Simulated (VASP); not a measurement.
# PbSe (Clausthalite) (Fm-3m) in VASP: notebook

The runs below take PbSe (Clausthalite) through atomic charges, single point, relaxation of cell and atoms, with optB88-vdW, PBE.

Everything below comes from runs of VASP 6.6.1. Logs are shortened: lines on timing, memory, paths and dates and some standing lists are left out, and cuts for length are marked.

**Measured values to compare with.**

A printed reference work, monograph reports, for a bulk crystal of PbSe at 300 K: band gap 0.28 eV (direct).

How close the calculation comes is told below.

### Step 1. The crystal as given

It takes space group Fm-3m (No. 225, cubic). The conventional cell has a = 6.121 Å, b = 6.121 Å, c = 6.121 Å, α = 90.00°, β = 90.00°, γ = 90.00°. Pb (site symmetry m-3m) is surrounded by 6 Se at 3.06 Å. Se (site symmetry m-3m) is surrounded by 6 Pb at 3.06 Å.

### Step 2. Atomic charges, optB88-vdW, spin-orbit coupling, no magnetisation (atoms moved at random, drawn with an rms of 0.1 Å)

The input, INCAR:

```
PREC     = Accurate       # precision mode
ENCUT    = 520            # plane-wave cutoff, eV
EDIFF    = 1E-6           # SCF threshold, eV
ISMEAR   = -1             # smearing method
SIGMA    = 0.05           # smearing width, eV
LREAL    = F              # projectors in reciprocal space
LASPH    = T              # aspherical terms in the spheres
NELM     = 60             # most SCF steps
ALGO     = Normal         # electronic algorithm
ISIF     = 2              # what is computed and relaxed
LWAVE    = F              # write WAVECAR
LCHARG   = T              # write CHGCAR
LNONCOLLINEAR= T              # non-collinear magnetism
MAGMOM   = 0 0 0 0 0 0    # initial moments
LORBIT   = 11             # projections on sites
LSORBIT  = T              # spin-orbit coupling
GGA_COMPAT= F            
GGA      = BO             # functional
LUSE_VDW = T            
AGGAC    = 0.0          
PARAM1   = 0.1833333333 
PARAM2   = 0.22         
LVHAR    = T
```

The input, KPOINTS:

```
regular mesh
0
Gamma
  6 6 6
```

The input, POSCAR:

```
PbSe
1.0
    0.0000000000      3.0606500000      3.0606500000
    3.0606500000      0.0000000000      3.0606500000
    3.0606500000      3.0606500000      0.0000000000
Pb Se
1 1
Cartesian
   -0.0329632005      0.0464055753      0.1067187442
    3.0307505102      3.0608734274      3.0606316361
```

Potentials or basis: VASP PAW PBE potentials, release 64 (Pb_d, Se).

Started as:

```bash
> cat potpaw_PBE.64/Pb_d/POTCAR potpaw_PBE.64/Se/POTCAR > POTCAR
> mpirun -np 1 vasp_ncl > vasp.out
```

OUTCAR:

```text
PREC = Accurate
   ENCUT = 520
   EDIFF = 1E-6
   ISMEAR = -1
   LREAL = F
   LASPH = T
   NELM = 60
   ISIF = 2
   LNONCOLLINEAR = T
   LORBIT = 11
   LSORBIT = T
   GGA = BO

 ion  position               nearest neighbor table
   1  0.030  0.004  0.985-   2 2.95   2 3.02   2 3.06   2 3.07   2 3.11   2 3.17
   2  0.505  0.495  0.495-   1 2.95   1 3.02   1 3.06   1 3.07   1 3.11   1 3.17

  LATTYP: Found a face centered cubic cell.
 ALAT       =     6.1213000000

  Lattice vectors:

 A1 = (   0.0000000000,   3.0606500000,   3.0606500000)
 A2 = (   3.0606500000,   0.0000000000,   3.0606500000)
 A3 = (   3.0606500000,   3.0606500000,   0.0000000000)

Analysis of symmetry for initial positions (statically):
=====================================================================
 Subroutine PRICEL returns:
 Original cell was already a primitive cell.

 Routine SETGRP: Setting up the symmetry group for a
 face centered cubic supercell.

 Subroutine GETGRP returns: Found  1 space group operations
 (whereof  1 operations were pure point group operations)
 out of a pool of 48 trial point group operations.

The static configuration has the point symmetry C_1 .

Analysis of symmetry for dynamics (positions and initial velocities):
=====================================================================
 Subroutine PRICEL returns:
 Original cell was already a primitive cell.

 Routine SETGRP: Setting up the symmetry group for a
 face centered cubic supercell.

 Subroutine GETGRP returns: Found  1 space group operations
 (whereof  1 operations were pure point group operations)
 out of a pool of 48 trial point group operations.

The dynamic configuration has the point symmetry C_1 .

Analysis of structural, dynamic, and magnetic symmetry:
=====================================================================
 Subroutine PRICEL returns:
 Original cell was already a primitive cell.

 Routine SETGRP: Setting up the symmetry group for a
 face centered cubic supercell.

 Subroutine GETGRP returns: Found  1 space group operations
 (whereof  1 operations were pure point group operations)
 out of a pool of 48 trial point group operations.

[... 1434 lines left out ...]
  Total        0.6215297      0.6492707      0.7826826     -0.0004546      0.0120993     -0.0006730
  in kB       17.3660672     18.1411742     21.8688148     -0.0127012      0.3380639     -0.0188054
  external PRESSURE =      19.1253521 kB  Pullay stress =       0.0000000 kB

 VOLUME and BASIS-vectors are now :
 -----------------------------------------------------------------------------
  energy-cutoff  :      520.00
  volume of cell :       57.34
      direct lattice vectors                 reciprocal lattice vectors
     0.000000000  3.060650000  3.060650000    -0.163363991  0.163363991  0.163363991
     3.060650000  0.000000000  3.060650000     0.163363991 -0.163363991  0.163363991
     3.060650000  3.060650000  0.000000000     0.163363991  0.163363991 -0.163363991

 POSITION                                       TOTAL-FORCE (eV/Angst)
 -----------------------------------------------------------------------------------
      3.02769      3.10706      0.10672         0.001807     -0.027943     -0.056173
      3.03075      3.06087      3.06063        -0.001807      0.027943      0.056173
 -----------------------------------------------------------------------------------
    total drift:                                0.000138     -0.000073     -0.000164

  FREE ENERGIE OF THE ION-ELECTRON SYSTEM (eV)
  ---------------------------------------------------
  free  energy   TOTEN  =        -3.8252330335 eV

  energy  without entropy=       -3.8243656356  energy(sigma->0) =       -3.82479933

Total vdW correction in eV:      3.5117595

 Spin-Orbit-Coupling matrix elements

 Ion:    1  E_soc:     -0.8721940
 l=   1
     0.0000000    -0.0783314    -0.0778213
    -0.0783314     0.0000000    -0.0782196
    -0.0778213    -0.0782196     0.0000000
 l=   2
     0.0000000    -0.0135130     0.0000000    -0.0135139    -0.0537373
    -0.0135130     0.0000000    -0.0402954    -0.0135093    -0.0134289
     0.0000000    -0.0402954     0.0000000    -0.0402980     0.0000000
    -0.0135139    -0.0135093    -0.0402980     0.0000000    -0.0134288
    -0.0537373    -0.0134289     0.0000000    -0.0134288     0.0000000
 l=   3
     0.0000000     0.0000000     0.0000000     0.0000000     0.0000000     0.0000000     0.0000000
     0.0000000     0.0000000     0.0000000     0.0000000     0.0000000     0.0000000     0.0000000
     0.0000000     0.0000000     0.0000000     0.0000000     0.0000000     0.0000000     0.0000000
     0.0000000     0.0000000     0.0000000     0.0000000     0.0000000     0.0000000     0.0000000
     0.0000000     0.0000000     0.0000000     0.0000000     0.0000000     0.0000000     0.0000000
     0.0000000     0.0000000     0.0000000     0.0000000     0.0000000     0.0000000     0.0000000
     0.0000000     0.0000000     0.0000000     0.0000000     0.0000000     0.0000000     0.0000000

 Ion:    2  E_soc:     -0.0494935
 l=   1
     0.0000000    -0.0083744    -0.0080994
    -0.0083744     0.0000000    -0.0083234
    -0.0080994    -0.0083234     0.0000000
 l=   2
     0.0000000    -0.0000022     0.0000000    -0.0000022     0.0000190
    -0.0000022     0.0000000     0.0000144    -0.0000024     0.0000047
     0.0000000     0.0000144     0.0000000     0.0000144     0.0000000
    -0.0000022    -0.0000024     0.0000144     0.0000000     0.0000047
     0.0000190     0.0000047     0.0000000     0.0000047     0.0000000
 l=   3
     0.0000000     0.0000000     0.0000000     0.0000000     0.0000000     0.0000000     0.0000000
     0.0000000     0.0000000     0.0000000     0.0000000     0.0000000     0.0000000     0.0000000
     0.0000000     0.0000000     0.0000000     0.0000000     0.0000000     0.0000000     0.0000000
     0.0000000     0.0000000     0.0000000     0.0000000     0.0000000     0.0000000     0.0000000
     0.0000000     0.0000000     0.0000000     0.0000000     0.0000000     0.0000000     0.0000000
     0.0000000     0.0000000     0.0000000     0.0000000     0.0000000     0.0000000     0.0000000
     0.0000000     0.0000000     0.0000000     0.0000000     0.0000000     0.0000000     0.0000000

 total charge

# of ion       s       p       d       tot
------------------------------------------
    1        1.455   0.578   9.839  11.872
    2        1.480   2.324   0.018   3.822
--------------------------------------------------
tot          2.935   2.903   9.857  15.694

 magnetization (x)

# of ion       s       p       d       tot
------------------------------------------
    1       -0.000  -0.000   0.000  -0.000
    2       -0.000   0.000   0.000   0.000
--------------------------------------------------
tot         -0.000   0.000   0.000  -0.000

 magnetization (y)

# of ion       s       p       d       tot
------------------------------------------
    1        0.000  -0.000  -0.000   0.000
    2       -0.000  -0.000   0.000  -0.000
--------------------------------------------------
tot          0.000  -0.000  -0.000   0.000

 magnetization (z)

# of ion       s       p       d       tot
------------------------------------------
    1       -0.000  -0.000   0.000  -0.000
    2       -0.000   0.000   0.000   0.000
--------------------------------------------------
tot         -0.000   0.000   0.000  -0.000
```

Wall time 6.4 min (1 thread of Intel Xeon Platinum 8559C (Emerald Rapids), shared host); peak memory 0.91 GiB.

What came out:

| Item | Value |
| --- | --- |
| Free energy | -3.8252 eV |
| Pressure | 1.9 GPa |
| Largest force | 0.063 eV/Å |
| Valence electrons inside the program's atomic spheres | Pb 11.87; Se 3.82 |

Forces on the atoms (eV/Å):
```
Pb   0.002 -0.028 -0.056
Se  -0.002  0.028  0.056
```

Caveat: the PAW data sets were made with another functional, which shifts forces and pressure a little.

### Step 3. Single point, PBE

The input, INCAR:

```
PREC = Accurate
ENCUT = 520
EDIFF = 1E-7
ISMEAR = 0
SIGMA = 0.011
LREAL = F
LASPH = T
NELM = 100
ALGO = Normal
ISIF = 2
LWAVE = F
LCHARG = T
GGA = PE
LELF = T
LVHAR = T
```

The input, KPOINTS:

```
regular mesh
0
Gamma
  8 8 8
```

The input, POSCAR:

```
PbSe
1.0
    0.0000000000      3.0606500000      3.0606500000
    3.0606500000      0.0000000000      3.0606500000
    3.0606500000      3.0606500000      0.0000000000
Pb Se
1 1
Direct
    0.0000000000      0.0000000000      0.0000000000
    0.5000000000      0.5000000000      0.5000000000
```

Potentials or basis: VASP PAW PBE potentials, release 64 (Pb_d, Se).

Started as:

```bash
> cat potpaw_PBE.64/Pb_d/POTCAR potpaw_PBE.64/Se/POTCAR > POTCAR
> mpirun -np 1 vasp_std > vasp.out
```

It took 17 s on 1 thread of Intel Xeon Platinum 8559C (Emerald Rapids), shared host; peak memory 0.18 GiB.

Results (log left out):

```
Free energy            : -8.1783 eV
Pressure               : 2.4 GPa
Band gap on the k mesh : 0.29 eV, direct
```

Levels at points of the mesh, in eV from the valence-band top:
| k point | band 8 | band 9 | band 10 | band 11 | band 12 | band 13 |
| --- | --- | --- | --- | --- | --- | --- |
| (0.00, 0.00, 0.00) | -1.88 | -1.88 | -1.88 | 4.71 | 4.71 | 4.71 |
| (0.50, 0.00, 0.00) | -1.47 | -1.47 | 0.00 | 0.29 | 1.70 | 1.70 |
| (0.50, 0.50, 0.00) | -4.98 | -3.24 | -3.24 | 3.69 | 5.61 | 5.61 |

Caveat: spin-orbit coupling is left out, which as a rule narrows the gap of such compounds by several tenths of an eV.

### Step 4. Relaxation of cell and atoms, PBE

The input, INCAR:

```
ALGO = Normal
EDIFF = 1E-6
EDIFFG = -0.02
ENCUT = 600
GGA = PE
IBRION = 2
ISIF = 3
ISMEAR = -1
LASPH = True
LCHARG = False
LREAL = False
LWAVE = False
NELM = 60
NSW = 40
PREC = Accurate
SIGMA = 0.05
```

The input, KPOINTS:

```
k-points
0
Gamma
  8 8 8
```

POSCAR is that of step 3.

Started as:

```bash
> cat potpaw_PBE.64/Pb_d/POTCAR potpaw_PBE.64/Se/POTCAR > POTCAR
> mpirun -np 1 vasp_std > vasp.out
```

Run time: 58 s. Hardware: 1 thread of Intel Xeon Platinum 8559C (Emerald Rapids), shared host; peak memory 0.21 GiB.

Results (log left out):

| Property | Result |
| --- | --- |
| Free energy | -8.1985 eV |
| Relaxed volume | 30.05 Å³/atom |
| Relaxed cell | a = 4.397 Å, b = 4.397 Å, c = 4.397 Å, α = 60.00°, β = 60.00°, γ = 60.00° |
| Space group after relaxing (to 0.05 Å) | Fm-3m (No. 225) |
| Energy gained by relaxing | 10.0 meV/atom |
| Ionic steps | 3 |
| Pressure after relaxing | 0.0 GPa |
| Band gap on the k mesh | 0.44 eV, direct |

The path:
| step | energy change (eV) | largest force (eV/Å) | pressure (GPa) | volume (Å³) |
| --- | --- | --- | --- | --- |
| 1 | 0.0000 | 0.0000 | 2.43 | 57.34 |
| 2 | -0.0180 | 0.0000 | -0.69 | 61.02 |
| 3 | -0.0200 | 0.0000 | 0.02 | 60.09 |

Final structure:
```
CELL_PARAMETERS angstrom
0.00000 3.10880 3.10880
3.10880 0.00000 3.10880
3.10880 3.10880 0.00000
ATOMIC_POSITIONS crystal
Pb 0.00000 0.00000 0.00000
Se 0.50000 0.50000 0.50000
```

Levels at points of the mesh, in eV from the valence-band top:
```tsv
k point	band 7	band 8	band 9	band 10	band 11	band 12	band 13	band 14
(0.00, 0.00, 0.00)	-6.34	-1.64	-1.64	-1.64	4.64	4.64	4.64	6.65
(0.50, 0.00, 0.00)	-8.52	-1.26	-1.26	0.00	0.44	1.83	1.83	8.53
(0.50, 0.50, 0.00)	-7.28	-4.57	-2.91	-2.91	3.92	5.47	5.47	5.88
```

Caveat: spin-orbit coupling is left out, which as a rule narrows the gap of such compounds by several tenths of an eV.

### Step 5. The runs side by side

| task | level | spin | cell | k mesh | cutoff (eV) | smearing | gap on the mesh (eV) | pressure (GPa) |
| --- | --- | --- | --- | --- | --- | --- | --- | --- |
| atomic charges | optB88-vdW | SOC, no magnetisation | atoms moved at random, drawn with an rms of 0.1 Å | 6 × 6 × 6 | 520 | fermi-dirac 0.05 eV | - | 1.9 |
| single point | PBE | off | as given | 8 × 8 × 8 | 520 | gaussian 0.011 eV | 0.29 | 2.4 |
| relaxation of cell and atoms | PBE | off | relaxed | 8 × 8 × 8 | 600 | fermi-dirac 0.05 eV | 0.44 | 0.0 |

Alike in all rows: potentials or basis VASP PAW PBE potentials, release 64 (Pb_d, Se).

Caveats: spin-orbit coupling is left out, which as a rule narrows the gap of such compounds by several tenths of an eV (some runs); the PAW data sets were made with another functional, which shifts forces and pressure a little (some runs).

Absolute energies hang on the potentials; compare differences alone.

### Step 6. Against experiment

Step 3. A measured gap of PbSe is 0.28 eV (direct; 300 K; a printed reference work, monograph); the calculated 0.29 eV misses it by +0.01 eV. 2 values of this kind are on record (0.15 to 0.28 eV); this one was drawn at random. Spin-orbit coupling on Pb, Se is left out. The value is that of PBE on a finite k mesh, which can miss the band edges, without temperature or zero-point motion.

Step 4. The cell as given is a measured one (28.67 Å³/atom); PBE puts the equilibrium volume +4.8 % from it, thermal expansion not counted.
